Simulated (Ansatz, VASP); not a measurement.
## Ge in VASP and in Ansatz

```
Ge
1.0
     4.14385    0.00000    0.00000
    -2.07192    3.58868    0.00000
     0.00000    0.00000    5.69045
Ge
4
Direct
  0.50000 0.00000 0.11620
  0.00000 0.50000 0.11620
  0.50000 0.50000 0.11620
  0.00000 0.00000 0.74278
```

Alike in both runs: task single point; functional PBE; k mesh 6 × 6 × 4; occupations gaussian, width 0.1 eV; no spin polarisation.

|  | VASP | Ansatz |
| --- | --- | --- |
| version | VASP 6.6.1 | Ansatz 0.2.0 |
| potentials or method | VASP PAW PBE potentials, release 64 (Ge_d) | scalar-relativistic, plane waves, PAW |
| plane-wave cutoff (eV) | 520 | 420 |
| valence electrons in the cell | 56 | 56 |

VASP gave:

| Property | Result |
| --- | --- |
| gap on the k mesh at the Fermi level (eV) | none |
| rms of the force components (eV/Å) | 0.199 |

Q: What did Ansatz give for the same quantities?

A: gap on the k mesh at the Fermi level (eV): none; rms of the force components (eV/Å): 0.194.

Atom by atom the forces differ by 0.006 eV/Å (rms over components). A gap of «none» marks a metal or a gap that the smearing closes. With one functional, cell and mesh, what is left measures potentials, basis and numerics.
